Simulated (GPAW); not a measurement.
# PbS (Galena) (Fm-3m) in GPAW: settings compared

One crystal, PbS (Galena), is run at these levels: r2SCAN+D4, M06-L+D3; tasks: equation of state.

Everything below comes from runs of GPAW 26.7.0. Logs are shortened: lines on timing, memory, paths and dates and some standing lists are left out, and cuts for length are marked. The log counts tension as positive stress, the text compression.

## 1. The crystal as given

It takes space group Fm-3m (No. 225, cubic). The conventional cell has a = 5.931 Å, b = 5.931 Å, c = 5.931 Å, α = 90.00°, β = 90.00°, γ = 90.00°. Around Pb (site symmetry m-3m) lie 6 S at 2.97 Å. S (site symmetry m-3m) has 6 Pb at 2.97 Å as nearest neighbours.

## 2. Equation of state, r2SCAN+D4

File run.py:

```python
from ase.calculators.mixing import SumCalculator
from ase.eos import EquationOfState
from ase.io import Trajectory, read
from ase.units import GPa
from dftd4.ase import DFTD4
from gpaw import GPAW, PW

atoms = read('PbS.xyz')

traj = Trajectory('eos.traj', 'w')
volumes, energies = [], []
for x in [0.94, 0.96, 0.98, 1.0, 1.02, 1.04, 1.06]:
    a = atoms.copy()
    a.set_cell(atoms.cell * x**(1 / 3), scale_atoms=True)
    calc = GPAW(mode=PW(600),
                xc='MGGA_X_R2SCAN+MGGA_C_R2SCAN',
                kpts={'size': (6, 6, 6), 'gamma': True},
                occupations={'name': 'fermi-dirac', 'width': 0.05},
                nbands=19,
                convergence={'density': 1e-05, 'energy': 1e-05},
                maxiter=150,
                txt=f'eos-{x:.2f}.txt')
    a.calc = SumCalculator([calc, DFTD4(method='r2scan')])
    energies.append(a.get_potential_energy())
    volumes.append(a.get_volume())
    p = -a.get_stress()[:3].mean() / GPa
    calc.write(f'eos-{x:.2f}.gpw')
    traj.write(a)
    print(f'{x:.2f} {volumes[-1]:10.4f} A^3 {energies[-1]:14.6f} eV {p:9.3f} GPa', flush=True)

v0, e0, B = EquationOfState(volumes, energies, eos='birchmurnaghan').fit()
print(f'V0 = {v0:.4f} A^3, E0 = {e0:.6f} eV, B0 = {B / GPa:.2f} GPa')
```

File PbS.xyz:

```xyz
2
Lattice="0.0000000000 2.9657500000 2.9657500000 2.9657500000 0.0000000000 2.9657500000 2.9657500000 2.9657500000 0.0000000000" Properties=species:S:1:pos:R:3 pbc="T T T"
Pb     0.0000000000      0.0000000000      0.0000000000
S      2.9657500000      2.9657500000      2.9657500000
```

Potentials or basis: GPAW PAW data sets (gpaw-data 1.2.1), pw.

The run is started by

```
$ OMP_NUM_THREADS=1 python run.py
```

The program printed:

```text
__  _  _
 | _ |_)|_||  |
 |__||  | ||/\| - 26.7.0

Input parameters:
  mode=PW(ecut=600.0),
  convergence={'density': 1e-05, 'energy': 1e-05},
  kpts=MonkhorstPack(size=(6, 6, 6), gamma=True),
  maxiter=150,
  nbands=19,
  occupations=Occupations(name='fermi-dirac', width=0.05),
  xc=XC(name='MGGA_X_R2SCAN+MGGA_C_R2SCAN')

Diagonalizing LCAO Hamiltonian
Converting LCAO to pw mode

                S

       Pb

Atoms  # Å, Bohr magnetons
|   | symbol |        x |        y |        z |    initial magnetic moments |
|---|--------|----------|----------|----------|-----------------------------|
| 0 |     Pb | 0.000000 | 0.000000 | 0.000000 | ( 0.0000,  0.0000,  0.0000) |
| 1 |      S | 2.905208 | 2.905208 | 2.905208 | ( 0.0000,  0.0000,  0.0000) |

Unit cell  # Å
| periodic |        x |        y |        z |  lengths |    angles |
|----------|----------|----------|----------|----------|-----------|
|      yes | 0.000000 | 2.905208 | 2.905208 | 4.108584 | 60.000000 |
|      yes | 2.905208 | 0.000000 | 2.905208 | 4.108584 | 60.000000 |
|      yes | 2.905208 | 2.905208 | 0.000000 | 4.108584 | 60.000000 |

Number of symmetries: 48
Symmetry operations  # r_c * U_cc + t_c -> r_c
|    | kind |            matrix            |
|----|------|------------------------------|
|  0 |  σ   |  1, 0, 0,  1, 0,-1,  1,-1, 0 |
|  1 |  C2  |  1, 0, 0,  1,-1, 0,  1, 0,-1 |
|  2 |  E   |  1, 0, 0,  0, 1, 0,  0, 0, 1 |
|  3 |  σ   |  1, 0, 0,  0, 0, 1,  0, 1, 0 |
|  4 |  C4  |  1, 0,-1,  1, 0, 0,  1,-1, 0 |
|  5 |  S6  |  1, 0,-1,  1,-1, 0,  1, 0, 0 |
|  6 |  σ   |  1, 0,-1,  0, 1,-1,  0, 0,-1 |
|  7 |  C3  |  1, 0,-1,  0, 0,-1,  0, 1,-1 |
|  8 |  S6  |  1,-1, 0,  1, 0, 0,  1, 0,-1 |
|  9 |  C4  |  1,-1, 0,  1, 0,-1,  1, 0, 0 |
| 10 |  C3  |  1,-1, 0,  0,-1, 1,  0,-1, 0 |
| 11 |  σ   |  1,-1, 0,  0,-1, 0,  0,-1, 1 |
| 12 |  σ   |  0, 1, 0,  1, 0, 0,  0, 0, 1 |
| 13 |  C4  |  0, 1, 0,  0, 1,-1, -1, 1, 0 |
| 14 |  C3  |  0, 1, 0,  0, 0, 1,  1, 0, 0 |
| 15 |  S6  |  0, 1, 0, -1, 1, 0,  0, 1,-1 |
| 16 |  C2  |  0, 1,-1,  1, 0,-1,  0, 0,-1 |
| 17 |  σ   |  0, 1,-1,  0, 1, 0, -1, 1, 0 |
| 18 |  S4  |  0, 1,-1,  0, 0,-1,  1, 0,-1 |
| 19 |  C4  |  0, 1,-1, -1, 1, 0,  0, 1, 0 |
| 20 |  C3  |  0, 0, 1,  1, 0, 0,  0, 1, 0 |
| 21 |  σ   |  0, 0, 1,  0, 1, 0,  1, 0, 0 |
| 22 |  S6  |  0, 0, 1,  0,-1, 1, -1, 0, 1 |
| 23 |  C4  |  0, 0, 1, -1, 0, 1,  0,-1, 1 |
| 24 |  S4  |  0, 0,-1,  1, 0,-1,  0, 1,-1 |
| 25 |  C3  |  0, 0,-1,  0, 1,-1,  1, 0,-1 |
| 26 |  C2  |  0, 0,-1,  0,-1, 0, -1, 0, 0 |
| 27 |  S6  |  0, 0,-1, -1, 0, 0,  0,-1, 0 |
| 28 |  S4  |  0,-1, 1,  1,-1, 0,  0,-1, 0 |
| 29 |  C4  |  0,-1, 1,  0, 0, 1, -1, 0, 1 |
| 30 |  C2  |  0,-1, 1,  0,-1, 0,  1,-1, 0 |
| 31 |  σ   |  0,-1, 1, -1, 0, 1,  0, 0, 1 |
| 32 |  C3  |  0,-1, 0,  1,-1, 0,  0,-1, 1 |
| 33 |  S6  |  0,-1, 0,  0, 0,-1, -1, 0, 0 |
| 34 |  S4  |  0,-1, 0,  0,-1, 1,  1,-1, 0 |
| 35 |  C2  |  0,-1, 0, -1, 0, 0,  0, 0,-1 |
| 36 |  C2  | -1, 1, 0,  0, 1, 0,  0, 1,-1 |
| 37 |  S6  | -1, 1, 0,  0, 1,-1,  0, 1, 0 |
| 38 |  S4  | -1, 1, 0, -1, 0, 1, -1, 0, 0 |
| 39 |  C3  | -1, 1, 0, -1, 0, 0, -1, 0, 1 |
| 40 |  S6  | -1, 0, 1,  0, 0, 1,  0,-1, 1 |
| 41 |  C2  | -1, 0, 1,  0,-1, 1,  0, 0, 1 |
| 42 |  C3  | -1, 0, 1, -1, 1, 0, -1, 0, 0 |
| 43 |  S4  | -1, 0, 1, -1, 0, 0, -1, 1, 0 |
| 44 |  C2  | -1, 0, 0,  0, 0,-1,  0,-1, 0 |
| 45 |  i   | -1, 0, 0,  0,-1, 0,  0, 0,-1 |
| 46 |  σ   | -1, 0, 0, -1, 1, 0, -1, 0, 1 |
| 47 |  C2  | -1, 0, 0, -1, 0, 1, -1, 1, 0 |

BZ-sampling:
  Number of BZ points: 216
  Number of IBZ points: 16

  Monkhorst-Pack size: [6, 6, 6]
  Monkhorst-Pack shift: [0.08333333333333333, 0.08333333333333333, 0.08333333333333333]

K-points  # in reciprocal-cell coordinates
|     |                                coordinates |     weight |
|-----|--------------------------------------------|------------|
|   0 | (  0.00000000,   0.00000000,   0.00000000) | 0.00462963 |
|   1 | (  0.16666667,   0.16666667,   0.00000000) | 0.02777778 |
|   2 | (  0.16666667,   0.16666667,   0.16666667) | 0.03703704 |
|   3 | (  0.33333333,   0.16666667,   0.16666667) | 0.05555556 |
|   4 | (  0.33333333,   0.33333333,  -0.33333333) | 0.05555556 |
|   5 | (  0.33333333,   0.33333333,   0.00000000) | 0.02777778 |
|   6 | (  0.33333333,   0.33333333,   0.16666667) | 0.11111111 |
|   7 | (  0.33333333,   0.33333333,   0.33333333) | 0.03703704 |
|   8 | (  0.50000000,   0.33333333,  -0.33333333) | 0.11111111 |
|   9 | (  0.50000000,   0.33333333,  -0.16666667) | 0.05555556 |
| ... |                                            |            |
|  15 | (  0.50000000,   0.50000000,   0.50000000) | 0.01851852 |

Plane wave coefficients: 1660
Cutoff: 600.0 eV

Spin-components: 1 (collinear spins)
Bands:           19
Projectors:      11
Spin-degeneracy: 2
Datatype:        complex128

Parallelization:
  kpt:    1
  domain: 1
  band:   1

Density:
  Valence electrons: 20.0
  Components: 1
  Grid points: [24 24 24]
  Charge: 0.0  # |e|

Potential:
  Grid points: [24 24 24]

species:
  Pb:
    name:    Lead
    Z:       82.0
    valence: 14
    core:    68
    charge:  0.0  # [|e|]
    compensation charges:
      type: gauss
      rc: 0.38  # [Å]
      lmax: 2
    cutoffs:
      filter: 2.36  # [Å]
      core: 2.43  # [Å]
    projectors
    | kind |    occ | energy [eV] | rcut [Å] |
    |------|--------|-------------|----------|
    |   6s |  2.000 |     -11.969 |    1.259 |
    |   6p |  2.000 |      -3.506 |    1.275 |
    |   5d | 10.000 |     -21.211 |    1.217 |
    |    s |        |      15.243 |    1.259 |
    |    p |        |      23.705 |    1.275 |
    |    d |        |       6.001 |    1.217 |

    Using partial waves for Pb as LCAO basis

  S:
    name:    Sulfur
    Z:       16.0
    valence: 6
    core:    10
    charge:  0.0  # [|e|]
    compensation charges:
      type: gauss
      rc: 0.24  # [Å]
      lmax: 2
    cutoffs:
      filter: 1.77  # [Å]
      core: 1.66  # [Å]
    projectors
    | kind |    occ | energy [eV] | rcut [Å] |
    |------|--------|-------------|----------|
    |   3s |  2.000 |     -17.254 |    0.974 |
    |   3p |  4.000 |      -7.008 |    0.979 |
    |    s |        |       9.957 |    0.974 |
    |    p |        |      20.203 |    0.979 |
    |    d |        |       0.000 |    0.900 |

    Using partial waves for S as LCAO basis

Reference energy: -578132.083262  # eV

eigensolver:
  PPCG
  Converge bands: occupied
  niter=2

density mixing:
  MSR1-Mixer
  Pratt-step length: 0.05
  Maximum mixing coefficient: 0.75
  Old densities: 10
  SVD Regularization: 0.005
  Good broyden scale: 1.0
  Trust region scale: 1.0
  Backstep threshold: 4.0
  History deletion threshold: 6.0
  Fourier metric: weight=20.0, sigma=0.015

occupation numbers:
  Fermi-Dirac:
    width: 0.0500  # eV

poisson solver:
  ecut: 4800.0  # eV

xc functional:
  name: MGGA_X_R2SCAN+MGGA_C_R2SCAN with 2 nearest neighbor stencil

convergence criteria:
- Maximum integral of absolute [dens]ity change: 1e-05 electrons / valence electron
- Maximum [total energy] change in last 3 cyles: 1e-05 eV / valence electron
- Maximum integral of absolute [eigenst]ate change: 4e-08 eV^2 / valence electron
maximum number of iterations: 150

SCF iterations
|iter     | |      energy | eigst |  dens |
|---------|-|-------------|-------|-------|
|iter:   1| |  -34.099088 | -0.00 |       |
|iter:   2| |  -29.962703 | -0.99 | -1.21 |
|iter:   3| |-529246.608012 | +4.71 | -1.20 |
|iter:   4| |  -13.137643 | +1.49 | +1.70 |
|iter:   5| |  -30.168088 | +0.96 | -0.48 |
|iter:   6| |  -29.704362 | -1.02 | -1.43 |
|iter:   7| |  -29.707766 | -2.31 | -1.72 |
|iter:   8| |  -29.719145 | -2.55 | -2.15 |
|iter:   9| |  -29.720398 | -3.37 | -2.53 |
|iter:  10| |  -29.720346 | -4.39 | -2.79 |
|iter:  11| |  -29.720338c| -4.82 | -3.14 |
|iter:  12| |  -29.720340c| -6.43 | -4.12 |
|iter:  13| |  -29.720340c| -7.98c| -4.72 |
|iter:  14| |  -29.720340c| -8.22c| -5.28c|

Converged in 14 steps
Energy contributions relative to reference atoms: (reference = -578132.083262)

Energy contributions:
  Kinetic:          29.723248
  Coulomb:         -28.472719
  Zero:             -0.064814
  External:          0.000000
  Xc:              -30.905698
  Entropy:          -0.000714
  Spinorbit:         0.000000
  ----------------------------
  Free energy:     -29.720697
  Extrapolated:    -29.720340

dipole moment: (-24.533117, -24.533117, -24.533117)  # |e|*Ang

Fermi level: 7.290
Eigenvalues  # (at kpt = [0.000, 0.000, 0.000])
| band index |      eig [eV] | occ [0-2] |
|------------|---------------|-----------|
|          0 |       -10.583 |     2.000 |
|        ... |               |           |
|          2 |       -10.583 |     2.000 |
|          3 |       -10.578 |     2.000 |
|          4 |       -10.578 |     2.000 |
|          5 |        -7.823 |     2.000 |
|          6 |         1.085 |     2.000 |
|          7 |         4.311 |     2.000 |
[... 9 lines left out ...]
|         17 |        16.484 |     0.000 |
|         18 |        16.484 |     0.000 |

Gap: 0.299 eV
Transition (v -> c):
  (s=0, k=15, n=9, [0.50, 0.50, 0.50]) -> (s=0, k=15, n=10, [0.50, 0.50, 0.50])
No difference between direct/indirect transitions

Stress tensor  # eV/Ang^3
|         x |         y |         z |
|-----------|-----------|-----------|
| -0.034411 |  0.000000 |  0.000000 |
|  0.000000 | -0.034411 |  0.000000 |
|  0.000000 |  0.000000 | -0.034411 |

# Writing to eos-0.94.gpw (mode='')
```

It took 2.2 min on 1 thread of AMD EPYC 9R45 (Zen 5), shared host; peak memory 0.94 GiB.

What came out:

```
Equilibrium volume : 26.28 Å³/atom (rough: see the caveat)
Bulk modulus       : 56 GPa (rough)
```

Energy against volume, from the lowest point:
| volume (Å³/atom) | energy (meV/atom) |
| --- | --- |
| 24.521 | 24.36 |
| 25.042 | 11.48 |
| 25.564 | 3.52 |
| 26.086 | 0.00 |
| 26.607 | 0.48 |
| 27.129 | 4.37 |
| 27.651 | 10.69 |

Caveat: the points scatter about the fit; the PAW data sets were made with another functional, which shifts forces and pressure a little. Spin-orbit coupling is left out, which matters for the levels of Pb.

## 3. Equation of state, M06-L+D3

Edit run.py of step 2 so:

```diff
@@ -4,6 +4,6 @@
 from ase.units import GPa
-from dftd4.ase import DFTD4
+from dftd3.ase import DFTD3
 from gpaw import GPAW, PW
 
-atoms = read('PbS.xyz')
+atoms = read('POSCAR')
 
@@ -15,3 +15,3 @@
     calc = GPAW(mode=PW(600),
-                xc='MGGA_X_R2SCAN+MGGA_C_R2SCAN',
+                xc='M06-L',
                 kpts={'size': (6, 6, 6), 'gamma': True},
@@ -22,3 +22,3 @@
                 txt=f'eos-{x:.2f}.txt')
-    a.calc = SumCalculator([calc, DFTD4(method='r2scan')])
+    a.calc = SumCalculator([calc, DFTD3(method='m06l', damping='d3zero')])
     energies.append(a.get_potential_energy())
```

File POSCAR:

```
PbS
1.0
    0.0000000000      2.9657500000      2.9657500000
    2.9657500000      0.0000000000      2.9657500000
    2.9657500000      2.9657500000      0.0000000000
Pb S
1 1
Direct
    0.0000000000      0.0000000000      0.0000000000
    0.5000000000      0.5000000000      0.5000000000
```

Potentials or basis: GPAW PAW data sets (gpaw-data 1.2.1), pw.

The run is started by

```
$ OMP_NUM_THREADS=1 python run.py
```

Wall time 11 min (1 thread of Intel Xeon Platinum 8259CL at 2.50GHz (Skylake/Cascade Lake), shared host); peak memory 0.94 GiB.

The run converged. Its results:

```
Equilibrium volume : 27.91 Å³/atom (rough: see the caveat)
Bulk modulus       : 55 GPa (rough)
```

Energy against volume, from the lowest point:
| volume (Å³/atom) | energy (meV/atom) |
| --- | --- |
| 24.521 | 86.06 |
| 25.042 | 59.49 |
| 25.564 | 38.36 |
| 26.086 | 22.27 |
| 26.607 | 10.74 |
| 27.129 | 3.63 |
| 27.651 | 0.00 |

Caveat: the minimum lies outside the volumes run; the PAW data sets were made with another functional, which shifts forces and pressure a little. Spin-orbit coupling is left out, which matters for the levels of Pb.
